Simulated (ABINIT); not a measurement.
# BeTe (F-43m): G0W0 in ABINIT against the exchange cutoff, part 2 of 2

Wanted: the cheapest exchange cutoff that holds the gap of BeTe (F-43m).

ABINIT 10.8.3; LDA and many-body steps on it, plane waves. Known limits of the many-body steps: not at the basis limit; exchange with frozen shells missing; no spin-orbit coupling; coarse k mesh.

So far. Step 2 (Screening, 4×4×4 mesh, 27 bands, screening to 106.1 eV): Local fields lower ε∞ by 12 %. On a Γ-centred mesh this coarse the value itself is usually too large, while a short band sum pulls it down.

The database entry behind the starting cell differs from later determinations by our own check (an axis about 1.5 % short against later determinations), so it need not match the best structure at ambient conditions.

## Step 5: 15.2 Ha

Level of this step: G0W0 on LDA, plane waves, norm-conserving pseudopotentials (ABINIT).

The self-energy is evaluated for the states that the input lists, and the levels follow from it, in one-shot runs by the linearised quasiparticle equation.

Input file run.abi:

```
acell 3*1.0 Angstrom
rprim 
  0.000000000000 2.770000000000 2.770000000000
  2.770000000000 0.000000000000 2.770000000000
  2.770000000000 2.770000000000 -0.000000000000
ntypat 2
znucl 4 52
natom 2
typat 1 2
xred 
  0.000000000000 0.000000000000 0.000000000000
  0.250000000000 0.250000000000 0.250000000000
pp_dirpath "pseudos"
pseudos "Be.upf, Te.upf"
ecut 38
ngkpt 4 4 4
nshiftk 1
shiftk 0 0 0
kptopt 1
chksymbreak 0
istwfk *1
occopt 1
irdwfk 1
optdriver 4
nband 27
gwcalctyp 0
ecutsigx 15.2
symsigma 1
nkptgw 2
kptgw 
  0.0000000000 0.0000000000 0.0000000000
  0.5000000000 0.5000000000 0.0000000000
bdgw 
  8 13
  9 12
ecuteps 3.9
irdscr 1
ppmodel 1
indata_prefix "in"
outdata_prefix "out"
tmpdata_prefix "tmp"
```

The run is started by

```bash
$ OMP_NUM_THREADS=1 mpirun -n 4 abinit run.abi > log
```

What it wrote:

```text
.Version 10.8.3 of ABINIT. v10.8.2 released Aug 2026.

 Symmetries : space group F-4 3 m (#216); Bravais cF (face-center cubic)
[... echo of the input left out ...]
== DATASET  1 ==================================================================
-   mpi_nproc: 4, omp_nthreads: 1 (-1 if OMP is not activated)

--- !DatasetInfo
iteration_state: {dtset: 1, }
dimensions: {natom: 2, nkpt: 8, mband: 27, nsppol: 1, nspinor: 1, nspden: 1, mpw: 3250, }
cutoff_energies: {ecut:  38.0, pawecutdg:  -1.0, }
[...]
Band     E0 <VxcDFT>   SigX SigC(E0)      Z dSigC/dE  Sig(E)    E-E0       E
[...]
11   6.252  -9.265  -4.949  -3.214   0.820  -0.220  -8.362   0.903   7.155
       12   7.107  -9.984  -5.403  -3.238   0.814  -0.228  -8.891   1.093   8.200

== END DATASET(S) ==============================================================
================================================================================

 -outvars: echo values of variables after computation  --------
           etotal      0.0000000000E+00
            nband          27
             nkpt           8
          spgroup         216
 [... the other variables as echoed above ...]

 Calculation completed.
```

The job ended after 2.5 s (4 MPI ranks of Arm Neoverse V2, shared host; peak memory 0.12 GiB; 9.5 s of CPU time).

This step gave:

* G0W0 gap on the points computed: 3.042 eV
* starting gap on the mesh: 1.775 eV
* k of the valence top: 0, 0, 0
* k of the conduction bottom: 0.5, 0.5, 0
* least direct G0W0 gap on the computed points: 5.240 eV

The gap on the mesh goes from 1.77 eV to 3.04 eV, a correction of +1.27 eV.

## Step 6: 26.6 Ha

Edit run.abi of step 5 so:

```diff
@@ -26,3 +26,3 @@
 gwcalctyp 0
-ecutsigx 15.2
+ecutsigx 26.6
 symsigma 1
```

What it wrote:

```text
.Version 10.8.3 of ABINIT. v10.8.2 released Aug 2026.

 Symmetries : space group F-4 3 m (#216); Bravais cF (face-center cubic)
[... echo of the input left out ...]
== DATASET  1 ==================================================================
-   mpi_nproc: 4, omp_nthreads: 1 (-1 if OMP is not activated)

--- !DatasetInfo
iteration_state: {dtset: 1, }
dimensions: {natom: 2, nkpt: 8, mband: 27, nsppol: 1, nspinor: 1, nspden: 1, mpw: 3250, }
cutoff_energies: {ecut:  38.0, pawecutdg:  -1.0, }
[...]
Band     E0 <VxcDFT>   SigX SigC(E0)      Z dSigC/dE  Sig(E)    E-E0       E
[...]
11   6.252  -9.265  -4.973  -3.214   0.820  -0.220  -8.382   0.883   7.135
       12   7.107  -9.984  -5.475  -3.238   0.814  -0.228  -8.950   1.034   8.141

== END DATASET(S) ==============================================================
================================================================================

 -outvars: echo values of variables after computation  --------
           etotal      0.0000000000E+00
            nband          27
             nkpt           8
          spgroup         216
 [... the other variables as echoed above ...]

 Calculation completed.
```

Elapsed: 2.5 s, on 4 MPI ranks; peak memory 0.14 GiB; 9.9 s of CPU time.

Numbers from this step:

* G0W0 gap on the points computed: 3.031 eV
* starting gap on the mesh: 1.775 eV
* k of the valence top: 0, 0, 0
* k of the conduction bottom: 0.5, 0.5, 0
* least direct G0W0 gap on the computed points: 5.218 eV

Against the run before, the gap moves by −0.011 eV.

## Step 7: 38 Ha

Edit run.abi of step 6 so:

```diff
@@ -26,3 +26,3 @@
 gwcalctyp 0
-ecutsigx 26.6
+ecutsigx 38
 symsigma 1
```

What it wrote:

```text
.Version 10.8.3 of ABINIT. v10.8.2 released Aug 2026.

 Symmetries : space group F-4 3 m (#216); Bravais cF (face-center cubic)
[... echo of the input left out ...]
== DATASET  1 ==================================================================
-   mpi_nproc: 4, omp_nthreads: 1 (-1 if OMP is not activated)

--- !DatasetInfo
iteration_state: {dtset: 1, }
dimensions: {natom: 2, nkpt: 8, mband: 27, nsppol: 1, nspinor: 1, nspden: 1, mpw: 3250, }
cutoff_energies: {ecut:  38.0, pawecutdg:  -1.0, }
[...]
Band     E0 <VxcDFT>   SigX SigC(E0)      Z dSigC/dE  Sig(E)    E-E0       E
[...]
11   6.252  -9.265  -4.980  -3.214   0.820  -0.220  -8.388   0.878   7.130
       12   7.107  -9.984  -5.491  -3.238   0.814  -0.228  -8.963   1.021   8.128

== END DATASET(S) ==============================================================
================================================================================

 -outvars: echo values of variables after computation  --------
           etotal      0.0000000000E+00
            nband          27
             nkpt           8
          spgroup         216
 [... the other variables as echoed above ...]

 Calculation completed.
```

Wall time 2.7 s (4 MPI ranks); peak memory 0.17 GiB; 10 s of CPU time.

This step gave:

| Quantity | Value |
| --- | --- |
| G0W0 gap on the points computed | 3.026 eV |
| starting gap on the mesh | 1.775 eV |
| k of the valence top | 0, 0, 0 |
| k of the conduction bottom | 0.5, 0.5, 0 |
| least direct G0W0 gap on the computed points | 5.211 eV |

Against the run before, the gap moves by −0.005 eV.

## Step 8: Side by side

Times are wall times on 4 MPI ranks of Arm Neoverse V2, shared host, good to a factor of about two. A run's time includes the screening step that it read.

```csv
run,mesh,bands,screening cutoff (eV),DFT gap (eV),gap on the mesh (eV),direct (eV),ε∞ used,time
3.8 Ha,4×4×4,27,106.1,1.775,2.929,5.147,9.27,6.6 s
7.6 Ha,4×4×4,27,106.1,1.775,3.017,5.247,9.27,6.6 s
15.2 Ha,4×4×4,27,106.1,1.775,3.042,5.240,9.27,6.7 s
26.6 Ha,4×4×4,27,106.1,1.775,3.031,5.218,9.27,6.8 s
38 Ha,4×4×4,27,106.1,1.775,3.026,5.211,9.27,6.9 s
```

## Step 9: What came out

```json
{
  "3.8 Ha": "2.929 eV",
  "7.6 Ha": "3.017 eV",
  "15.2 Ha": "3.042 eV",
  "26.6 Ha": "3.031 eV",
  "38 Ha": "3.026 eV",
  "known limits": "not at the basis limit; exchange with frozen shells missing; no spin-orbit coupling; coarse k mesh"
}
```

The setting moved: exchange cutoff. From 3.8 Ha to 38 Ha the gap moves by +0.10 eV. It holds to 0.03 eV from 7.6 Ha on. Bands and screening cutoff are coupled, so a series along one setting does not show full convergence. Below the screening cutoff the correlation part is cut too. Bands and cutoff are finite, so the gap is not at the basis limit. The miss can reach some tenths of an eV and take either sign; the mesh is an error of its own. In the G0W0 runs levels were corrected at 2 k points alone, so a gap called «on the mesh» is the least over those, and an edge elsewhere would be missed. The 4×4×4 mesh is coarse for this cell, which bears on the long-range parts of exchange and screening. The norm-conserving file of at least one element keeps a d shell over frozen s and p shells of the same row. Exchange with those shells is missing from the self-energy, an error of 0.3 to 0.9 eV in cases checked, whose sign depends on which edge lies on those atoms. The many-body steps are scalar-relativistic: spin-orbit coupling is not in them.

[Paths, hosts, dates, memory and timing lines, banners, echoed tables and standing remarks are left out of the program output.]

[Logs are printed without paths, hosts, clocks, repeated set-up lines and the standing remarks that a program may print on its own settings, such as how far it seeks lower states.]

[Runs of the session that timed out or met a known fault of the program may be left out.]

[Hosts, paths, dates, database ids (printed as entryN), source tags and the programs' standing remarks are cut or masked in the printed files.]

[G0W0 gaps are taken among the corrected bands and points alone; a level outside them can change the order at an edge.]

[Where Ansatz stands beside ABINIT at settings called matched, ABINIT's density can come from a denser mesh and the files from another edition; pairs whose starting gaps differed by over 0.03 eV were left out, so agreement reads better than it is.]
